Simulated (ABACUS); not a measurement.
# PbS (Galena) under changes of volume

One of the cells (26.086 Å³/atom); the others are scaled copies at fixed shape and fractional positions:

```
Pb S
1.0
     0.00000    2.96575    2.96575
     2.96575    0.00000    2.96575
     2.96575    2.96575    0.00000
Pb S
1 1
Direct
  0.00000 0.00000 0.00000
  0.50000 0.50000 0.50000
```

- Program: ABACUS 3.10.1
- Functional: PBE
- Potentials or basis: PseudoDojo NC SR 0.4.1 PBE standard
- Cutoff: 1361 eV
- Density cutoff: 5442 eV
- Basis: DZP LCAO (the cutoffs set its grid)
- k mesh: 8 × 8 × 8
- Occupations: fermi-dirac, width 0.05 eV
- Spin: no spin polarisation

```csv
volume (Å³/atom),energy over the lowest point (meV/atom),pressure (GPa),gap on the mesh (eV)
24.521,?,?,?
25.042,45.78,6.1,0.45
25.564,28.28,4.6,0.52
26.086,15.39,3.3,0.58
26.607,6.62,2.1,0.64
27.129,1.59,1.0,0.69
27.651,0.00,0.0,0.74
```

**Question.** What does the run at 24.521 Å³/atom give?

**Answer.** Energy over the lowest point 68.34 meV/atom; pressure 7.8 GPa; gap on the mesh 0.37 eV.

Worked out: A Birch-Murnaghan fit of order 3 (a polynomial in V^(-2/3)) to the other rows has its minimum at 27.65 Å³/atom with B0 = V·E''(V) = 50 GPa and B' = 4.1. It gives 68.25 meV/atom at 24.521 Å³/atom, against the run's 68.34, and -dE/dV = 7.7 GPa, against 7.8. A straight line through the other rows of the gap, of slope 2.91 eV per unit of ln V (its deformation potential), extrapolates to 0.40 eV, against the run's 0.37.

Energies are extrapolated to zero smearing.

Caveats: the atomic orbitals were generated for these runs and aren't a published set; spin-orbit coupling is left out, which as a rule narrows the gap of such compounds by several tenths of an eV; the basis of atomic orbitals isn't converged, which shifts pressures, moduli and gaps.

A mesh can miss the band edges.
